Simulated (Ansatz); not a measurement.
# Be (Im-3m) in Ansatz: equation of state

How stiff is Be in PBE, and what volume does it want? The cell is scaled to several volumes.

All numbers are computed with Ansatz 0.2.0; they aren't measurements. Logs are shortened: lines on timing, memory, paths and dates and some standing lists are left out, and cuts for length are marked.

## 1. The crystal as given

The structure is cubic, space group Im-3m (No. 229). Conventional cell: a = 2.506 Å, b = 2.506 Å, c = 2.506 Å, α = 90.00°, β = 90.00°, γ = 90.00°. Around Be (site symmetry m-3m) lie 8 Be at 2.17 Å.

This isn't the form of Be at room conditions, which is hcp.

## 2. Single point, PBE, 7.40 Å³/atom (volume scaled by 0.94)

The input, input.yaml:

```yaml
crystal:
  lattice:
    - [-1.2275398764, 1.2275398764, 1.2275398764]
    - [1.2275398764, -1.2275398764, 1.2275398764]
    - [1.2275398764, 1.2275398764, -1.2275398764]
  atoms:
    - { symbol: Be, position: [0.0, 0.0, 0.0] }
hamiltonian:
  xc: pbe
  pseudopotentials: { kind: paw }
kpoints:
  mp_grid: { grid: [15, 15, 15] }
scf:
  occupations: { method: fermi_dirac, width: 0.05 }
output:
  forces: true
  stress: true
  eigenvalues: true
```

Potentials or basis: Ansatz PAW.

Started as:

```sh
$ ansatz run input.yaml --threads 1 --pin off --max-ram 2560MiB --backend cpu --events-out ev --progress --plain --runs-dir out
```

Log:

```text
Warning: RAYON_NUM_THREADS=1 ignored (pool sized by the plan → 1); use --threads N
Engine: ansatz 0.2.0, aarch64-unknown-linux-gnu
Pseudopotentials: kind: paw
Pseudopotential: Be, paw, valence charge 2, recommended cutoff 420 eV (normal), Be.paw.azcp
Functional definition: PBE
  parameter kappa = 0.804
  parameter beta = 0.06672455060314922
  exchange = pbe_x(kappa = kappa, mu = beta*pi^2/3)
  correlation = pbe_c(beta = beta)
Crystal: 1 atoms, lattice volume = 7.399 Å³
Basis set: ecut = 420 eV, 141 PW (Γ), exchange–correlation on 30×30×30 points (8 copies of the dense FFT grid, shifted against one another)
Bands: 5, of which v1, the nominal top of the filled ones, is band 1 counted from 1 (0 counted from 0)
Symmetry: 48 space group operations
Space group: Im-3m (ITA 229), of the structure as read, at distance tolerance 1.9e-5 Å
k-points: 120 of 3375
Non-local potential: Be, projectors of the file, l = 0: 2, l = 1: 2, l = 2: 1
PAW form: soft (Blöchl's): semilocal exchange-correlation on the pseudo side does not see the compensation charge
PAW one-centre angular grid: Be, 110 points (default); XC on 64 Gauss nodes
Initial density: superposition of atomic densities (neutral atoms: chi_scale 0, normalization atom), corrected by the library's trained network
Initial wavefunctions: pseudopotential atomic-orbital guess
Functional: x = pbe(κ = 0.804, μ = 0.2195149727645171), c = pbe(β = 0.06672455060314922)
SCF iter   1: F=—  HF=-92.652844 eV  |F-HF|=—  |Δ(HF+E_count)|=         —  Δρ=5.60e-4  dr2=6.71e-6  ethr=1.77e-3  ⟨swp⟩=4.4  Hψ=5509  notcnv=0
preconditioner: auto → none  [metal: Δε(μ)=0.126 eV  Ē_g=19.778 eV  σ=0.050 eV  W_gap=0.47  n_scr=0 (ndim 8)  ℏωp=19.3 eV  f_vac=0.000  D(μ)=0.13/eV (n_scr^D=0)]
SCF iter   2: F=—  HF=-92.652879 eV  |F-HF|=—  |Δ(HF+E_count)|=   3.41e-5  Δρ=2.85e-4  dr2=1.75e-6  ethr=3.35e-7  ⟨swp⟩=1.9  Hψ=1668  notcnv=0
iter 3 did not close the SCF: its close was put off for the readings that it lacked (scf_convergence_deferred on its scf_iter line)
SCF iter   3: F=-92.652862 eV  HF=-92.652862 eV  |F-HF|=6.97e-10  |Δ(HF+E_count)|=   1.67e-5  Δρ=7.01e-6  dr2=1.73e-9  ethr=8.76e-8  ⟨swp⟩=1.7  Hψ=717  notcnv=0
iter 4 did not close the SCF: its close was put off for the readings that it lacked (scf_convergence_deferred on its scf_iter line)
SCF iter   4: F=-92.652862 eV  HF=-92.652862 eV  |F-HF|=3.21e-11  |Δ(HF+E_count)|=   1.84e-9  Δρ=2.41e-6  dr2=1.74e-10  ethr=8.66e-11  ⟨swp⟩=1.3  Hψ=668  notcnv=0
iter 5 did not close the SCF: its close was put off for the readings that it lacked (scf_convergence_deferred on its scf_iter line)
SCF iter   5: F=-92.652862 eV  HF=-92.652862 eV  |F-HF|=2.56e-13  |Δ(HF+E_count)|=  3.79e-11  Δρ=1.09e-7  dr2=2.83e-13  ethr=8.72e-12  ⟨swp⟩=1.6  Hψ=709  notcnv=0
SCF iter   6: F=-92.652862 eV  HF=-92.652862 eV  |F-HF|=4.26e-14  |Δ(HF+E_count)|=  1.71e-13  Δρ=4.50e-9  dr2=4.19e-16  ethr=1.00e-12  ⟨swp⟩=1.0  Hψ=1472  notcnv=0
SCF 1 converged in 6 iterations: F = -92.652862 eV  dr2 = 4.19e-16
SCF converged after 6 iterations
Free energy (F): -92.652862 eV
Harris-Foulkes:  -92.652862 eV  (|F-HF|=4.26e-14)
Internal energy: -92.651826 eV  (E = F + TS)
E sigma→0 (E₀):  -92.652344 eV
Entropy (-TS):   -0.001036 eV (-1.036 meV/atom)
Fermi energy:    9.539999 eV
--- Per-component energies (eV) ---
  E_band       = 7.098833
  E_kinetic    = 22.044768
  E_local      = 3.251547  (includes V_loc(G=0)·N_el)
  E_nonlocal   = 4.436166
  E_hartree    = 0.023775
  E_xc         = -20.110500
  E_vxc        = -21.229420  (∫ρ·V_xc dr)
  E_paw        = -59.607585  (= ΣΔE_a)
  E_vpaw       = -1.451777  (= ΣTr[D̂ρ^β])
  E_aug_tail   = -0.000001  (compensation charges beyond the density's cutoff)
  E_ewald      = -42.689995
  E_smearing   = -0.001036  (= −TS)
  E_closure    = 0.000000  (closes the sum)
  Σ components = -92.652862   (vs F -92.652862, Δ=0.00e0)
--- Forces (eV/Å), atoms counted from 1 ---
  atom   1  Be    -0.00000000     0.00000000    -0.00000000
  max |Σ_I F_I| component: 1.23e-32 eV/Å
--- Stress (GPa, compression-positive) ---
        7.497539      -0.000000       0.000000
       -0.000000       7.497539       0.000000
        0.000000      -0.000000       7.497539
  P = ⅓ Tr σ = 7.4975 GPa (74.975 kbar)
--- Band table (eV; the first three rows and the last of 120) ---
  k-point 0: bands = ["-2.9581", "29.9973", "29.9973", "29.9973", "41.5443"]
  k-point 1: bands = ["-2.7989", "29.1755", "29.3427", "29.8002", "39.5126"]
  k-point 2: bands = ["-2.3206", "26.6944", "27.8820", "29.2376", "37.2013"]
  k-point 119: bands = ["12.8444", "13.9103", "13.9103", "19.8673", "20.8825"]
```

Run time: 0.44 s. Hardware: 1 thread of Arm Neoverse V2, shared host; peak memory 0.23 GiB.

What came out:

```
Free energy            : -92.6529 eV
Pressure               : 7.5 GPa
Band gap on the k mesh : none (metal or under the smearing width)
```

## 3. Single point, PBE, 7.56 Å³/atom (volume scaled by 0.96)

The input, input.yaml:

```yaml
crystal:
  lattice:
    - [-1.2361848083, 1.2361848083, 1.2361848083]
    - [1.2361848083, -1.2361848083, 1.2361848083]
    - [1.2361848083, 1.2361848083, -1.2361848083]
  atoms:
    - { symbol: Be, position: [0.0, 0.0, 0.0] }
hamiltonian:
  xc: pbe
  pseudopotentials: { kind: paw }
kpoints:
  mp_grid: { grid: [15, 15, 15] }
scf:
  occupations: { method: fermi_dirac, width: 0.05 }
output:
  forces: true
  stress: true
  eigenvalues: true
  write_density: true
  write_potential: true
  elf: true
  volumetric_format: npy
```

Potentials or basis: Ansatz PAW.

Started as:

```sh
$ ansatz run input.yaml --threads 1 --pin off --max-ram 2560MiB --backend cpu --events-out ev --progress --plain --runs-dir out
```

Run time: 1.1 s. Hardware: 1 thread of Arm Neoverse V2, shared host; peak memory 0.24 GiB.

The run converged. Its results:

- Free energy: -92.6587 eV
- Pressure: 4.5 GPa
- Band gap on the k mesh: none (metal or under the smearing width)

## 4. Single point, PBE, 7.71 Å³/atom (volume scaled by 0.98)

The input, input.yaml:

```yaml
crystal:
  lattice:
    - [-1.2447104902, 1.2447104902, 1.2447104902]
    - [1.2447104902, -1.2447104902, 1.2447104902]
    - [1.2447104902, 1.2447104902, -1.2447104902]
  atoms:
    - { symbol: Be, position: [0.0, 0.0, 0.0] }
hamiltonian:
  xc: pbe
  pseudopotentials: { kind: paw }
kpoints:
  mp_grid: { grid: [15, 15, 15] }
scf:
  occupations: { method: fermi_dirac, width: 0.05 }
output:
  forces: true
  stress: true
  eigenvalues: true
```

Started as:

```sh
$ ansatz run input.yaml --threads 1 --pin off --max-ram 2560MiB --backend cpu --events-out ev --progress --plain --runs-dir out
```

It took 0.92 s on 1 thread of Arm Neoverse V2, shared host; peak memory 0.23 GiB.

It converged, with:

* Free energy: -92.6617 eV
* Pressure: 1.7 GPa
* Band gap on the k mesh: none (metal or under the smearing width)

## 5. Single point, PBE, 7.87 Å³/atom

The input, input.yaml:

```yaml
crystal:
  lattice:
    - [-1.2531209513, 1.2531209513, 1.2531209513]
    - [1.2531209513, -1.2531209513, 1.2531209513]
    - [1.2531209513, 1.2531209513, -1.2531209513]
  atoms:
    - { symbol: Be, position: [0.0, 0.0, 0.0] }
hamiltonian:
  xc: pbe
  pseudopotentials: { kind: paw }
kpoints:
  mp_grid: { grid: [15, 15, 15] }
scf:
  occupations: { method: fermi_dirac, width: 0.05 }
output:
  forces: true
  stress: true
  eigenvalues: true
  write_density: true
  write_potential: true
  elf: true
  volumetric_format: npy
```

Potentials or basis: Ansatz PAW.

Started as:

```sh
$ ansatz run input.yaml --threads 1 --pin off --max-ram 2560MiB --backend cpu --events-out ev --progress --plain --runs-dir out
```

Log:

```text
Warning: RAYON_NUM_THREADS=1 ignored (pool sized by the plan → 1); use --threads N
[... 8 set-up lines as earlier in the session ...]
Crystal: 1 atoms, lattice volume = 7.871 Å³
Basis set: ecut = 420 eV, 141 PW (Γ), exchange–correlation on 30×30×30 points (8 copies of the dense FFT grid, shifted against one another)
Bands: 5, of which v1, the nominal top of the filled ones, is band 1 counted from 1 (0 counted from 0)
[... 1 set-up line as earlier in the session ...]
Space group: Im-3m (ITA 229), of the structure as read, at distance tolerance 2.0e-5 Å
k-points: 120 of 3375
[... 6 set-up lines as earlier in the session ...]
SCF iter   1: F=—  HF=-92.662125 eV  |F-HF|=—  |Δ(HF+E_count)|=         —  Δρ=5.12e-4  dr2=7.28e-6  ethr=1.77e-3  ⟨swp⟩=4.7  Hψ=5571  notcnv=0
preconditioner: auto → none  [metal: Δε(μ)=0.104 eV  Ē_g=18.929 eV  σ=0.050 eV  W_gap=0.41  n_scr=0 (ndim 8)  ℏωp=18.7 eV  f_vac=0.000  D(μ)=0.14/eV (n_scr^D=0)]
SCF iter   2: F=—  HF=-92.662159 eV  |F-HF|=—  |Δ(HF+E_count)|=   3.38e-5  Δρ=2.60e-4  dr2=1.89e-6  ethr=3.64e-7  ⟨swp⟩=1.9  Hψ=1667  notcnv=0
iter 3 did not close the SCF: its close was put off for the readings that it lacked (scf_convergence_deferred on its scf_iter line)
SCF iter   3: F=-92.662144 eV  HF=-92.662144 eV  |F-HF|=5.62e-10  |Δ(HF+E_count)|=   1.46e-5  Δρ=6.62e-6  dr2=1.65e-9  ethr=9.46e-8  ⟨swp⟩=1.4  Hψ=674  notcnv=0
iter 4 did not close the SCF: its close was put off for the readings that it lacked (scf_convergence_deferred on its scf_iter line)
SCF iter   4: F=-92.662144 eV  HF=-92.662144 eV  |F-HF|=4.33e-11  |Δ(HF+E_count)|=   3.24e-9  Δρ=2.29e-6  dr2=1.46e-10  ethr=8.27e-11  ⟨swp⟩=1.6  Hψ=711  notcnv=0
iter 5 did not close the SCF: its close was put off for the readings that it lacked (scf_convergence_deferred on its scf_iter line)
SCF iter   5: F=-92.662144 eV  HF=-92.662144 eV  |F-HF|=8.10e-13  |Δ(HF+E_count)|=  4.90e-11  Δρ=1.96e-7  dr2=1.04e-12  ethr=7.31e-12  ⟨swp⟩=2.0  Hψ=753  notcnv=0
SCF iter   6: F=-92.662144 eV  HF=-92.662144 eV  |F-HF|=7.11e-14  |Δ(HF+E_count)|=  7.96e-13  Δρ=2.87e-8  dr2=2.05e-14  ethr=1.00e-12  ⟨swp⟩=2.2  Hψ=1622  notcnv=0
SCF 1 converged in 6 iterations: F = -92.662144 eV  dr2 = 2.05e-14
SCF converged after 6 iterations
Free energy (F): -92.662144 eV
Harris-Foulkes:  -92.662144 eV  (|F-HF|=7.11e-14)
Internal energy: -92.661017 eV  (E = F + TS)
E sigma→0 (E₀):  -92.661581 eV
Entropy (-TS):   -0.001127 eV (-1.127 meV/atom)
Fermi energy:    8.944634 eV
--- Per-component energies (eV) ---
  E_band       = 6.293036
  E_kinetic    = 21.202840
  E_local      = 2.995915  (includes V_loc(G=0)·N_el)
  E_nonlocal   = 4.293489
  E_hartree    = 0.019454
  E_xc         = -19.805563
  E_vxc        = -20.836211  (∫ρ·V_xc dr)
  E_paw        = -59.548626  (= ΣΔE_a)
  E_vpaw       = -1.401905  (= ΣTr[D̂ρ^β])
  E_aug_tail   = -0.000001  (compensation charges beyond the density's cutoff)
  E_ewald      = -41.818526
  E_smearing   = -0.001127  (= −TS)
  E_closure    = 0.000000  (closes the sum)
  Σ components = -92.662144   (vs F -92.662144, Δ=0.00e0)
--- Forces (eV/Å), atoms counted from 1 ---
  atom   1  Be     0.00000000    -0.00000000     0.00000000
  max |Σ_I F_I| component: 6.68e-33 eV/Å
--- Stress (GPa, compression-positive) ---
       -0.835028       0.000000      -0.000000
       -0.000000      -0.835028       0.000000
       -0.000000      -0.000000      -0.835028
  P = ⅓ Tr σ = -0.8350 GPa (-8.350 kbar)
--- Band table (eV; the first three rows and the last of 120) ---
  k-point 0: bands = ["-3.2060", "28.3694", "28.3694", "28.3694", "39.6897"]
  k-point 1: bands = ["-3.0501", "27.5927", "27.7565", "28.1866", "37.7580"]
  k-point 2: bands = ["-2.5822", "25.2535", "26.3783", "27.6640", "35.4970"]
  k-point 119: bands = ["12.0787", "13.0880", "13.0880", "18.9403", "19.8949"]
```

rho_z.tsv:

```text
# z_ang	rho[e/angstrom^3]
# format = ansatz-planar-average/11
# lattice	-1.253120951	1.253120951	1.253120951
# lattice	1.253120951	-1.253120951	1.253120951
# lattice	1.253120951	1.253120951	-1.253120951
# sites	1
# site	4	0.000000000	0.000000000	0.000000000
0.000000	2.426990e-1
0.144698	2.444803e-1
0.289396	2.489219e-1
0.434094	2.539575e-1
0.578792	2.577281e-1
0.723490	2.595580e-1
0.868188	2.599253e-1
1.012886	2.597697e-1
1.157584	2.597697e-1
1.302281	2.599253e-1
1.446979	2.595580e-1
1.591677	2.577281e-1
1.736375	2.539575e-1
1.881073	2.489219e-1
2.025771	2.444803e-1
```

v_z.tsv:

```text
# z_ang	v_es[eV]	v_tot[eV]
# format = ansatz-planar-average/11
# xc	pbe
# density_cutoff_ev	1680
# datasets	Be=:simpson_from_first_knot:soft
# lattice	-1.253120951	1.253120951	1.253120951
# lattice	1.253120951	-1.253120951	1.253120951
# lattice	1.253120951	1.253120951	-1.253120951
# sites	1
# site	4	0.000000000	0.000000000	0.000000000
0.000000	-5.238752e0	-1.654248e1
0.144698	-4.670626e0	-1.590773e1
0.289396	-3.113357e0	-1.412507e1
0.434094	-9.125763e-1	-1.160570e1
0.578792	1.547860e0	-8.944042e0
0.723490	3.824831e0	-6.658871e0
0.868188	5.403838e0	-5.112226e0
1.012886	6.066703e0	-4.431353e0
1.157584	6.066703e0	-4.431353e0
1.302281	5.403838e0	-5.112226e0
1.446979	3.824831e0	-6.658871e0
1.591677	1.547860e0	-8.944042e0
1.736375	-9.125763e-1	-1.160570e1
1.881073	-3.113357e0	-1.412507e1
2.025771	-4.670626e0	-1.590773e1
```

Wall time 0.58 s (1 thread of Arm Neoverse V2, shared host); peak memory 0.24 GiB.

Results:

```yaml
Free_energy: -92.6621 eV
Pressure: -0.8 GPa
Band_gap_on_the_k_mesh: none (metal or under the smearing width)
```

## 6. Single point, PBE, 8.03 Å³/atom (volume scaled by 1.02)

The input, input.yaml:

```yaml
crystal:
  lattice:
    - [-1.2614200074, 1.2614200074, 1.2614200074]
    - [1.2614200074, -1.2614200074, 1.2614200074]
    - [1.2614200074, 1.2614200074, -1.2614200074]
  atoms:
    - { symbol: Be, position: [0.0, 0.0, 0.0] }
hamiltonian:
  xc: pbe
  pseudopotentials: { kind: paw }
kpoints:
  mp_grid: { grid: [15, 15, 15] }
scf:
  occupations: { method: fermi_dirac, width: 0.05 }
output:
  forces: true
  stress: true
  eigenvalues: true
```

Potentials or basis: Ansatz PAW.

Started as:

```sh
$ ansatz run input.yaml --threads 1 --pin off --max-ram 2560MiB --backend cpu --events-out ev --progress --plain --runs-dir out
```

Wall time 0.45 s (1 thread of Arm Neoverse V2, shared host); peak memory 0.23 GiB.

It converged, with:

```
Free energy            : -92.6602 eV
Pressure               : -3.2 GPa
Band gap on the k mesh : none (metal or under the smearing width)
```

## 7. Single point, PBE, 8.19 Å³/atom (volume scaled by 1.04)

Changes to input.yaml since step 6:

```diff
@@ -2,5 +2,5 @@
   lattice:
-    - [-1.2614200074, 1.2614200074, 1.2614200074]
-    - [1.2614200074, -1.2614200074, 1.2614200074]
-    - [1.2614200074, 1.2614200074, -1.2614200074]
+    - [-1.2696112759, 1.2696112759, 1.2696112759]
+    - [1.2696112759, -1.2696112759, 1.2696112759]
+    - [1.2696112759, 1.2696112759, -1.2696112759]
   atoms:
```

Started as:

```sh
$ ansatz run input.yaml --threads 1 --pin off --max-ram 2560MiB --backend cpu --events-out ev --progress --plain --runs-dir out
```

Run time: 0.49 s. Hardware: 1 thread of Arm Neoverse V2, shared host; peak memory 0.23 GiB.

It converged, with:

- Free energy: -92.6560 eV
- Pressure: -5.3 GPa
- Band gap on the k mesh: none (metal or under the smearing width)

## 8. Single point, PBE, 8.34 Å³/atom (volume scaled by 1.06)

Changes to input.yaml since step 7:

```diff
@@ -2,5 +2,5 @@
   lattice:
-    - [-1.2696112759, 1.2696112759, 1.2696112759]
-    - [1.2696112759, -1.2696112759, 1.2696112759]
-    - [1.2696112759, 1.2696112759, -1.2696112759]
+    - [-1.27769819, 1.27769819, 1.27769819]
+    - [1.27769819, -1.27769819, 1.27769819]
+    - [1.27769819, 1.27769819, -1.27769819]
   atoms:
```

Started as:

```sh
$ ansatz run input.yaml --threads 1 --pin off --max-ram 2560MiB --backend cpu --events-out ev --progress --plain --runs-dir out
```

Wall time 0.5 s (1 thread of Arm Neoverse V2, shared host); peak memory 0.23 GiB.

Results (log left out):

| Item | Value |
| --- | --- |
| Free energy | -92.6498 eV |
| Pressure | -7.3 GPa |
| Band gap on the k mesh | none (metal or under the smearing width) |

## 9. Equation of state, PBE

Potentials or basis: Ansatz PAW.

This step only gathers the single runs of the series.

Results:

```
Equilibrium volume                      : 7.82 Å³/atom
Bulk modulus                            : 124 GPa
Pressure derivative of the bulk modulus : 3.3
```

Energy against volume, from the lowest point:
```csv
volume (Å³/atom),energy (meV/atom)
7.399,9.28
7.556,3.42
7.714,0.41
7.871,0.00
8.029,1.98
8.186,6.15
8.343,12.33
```
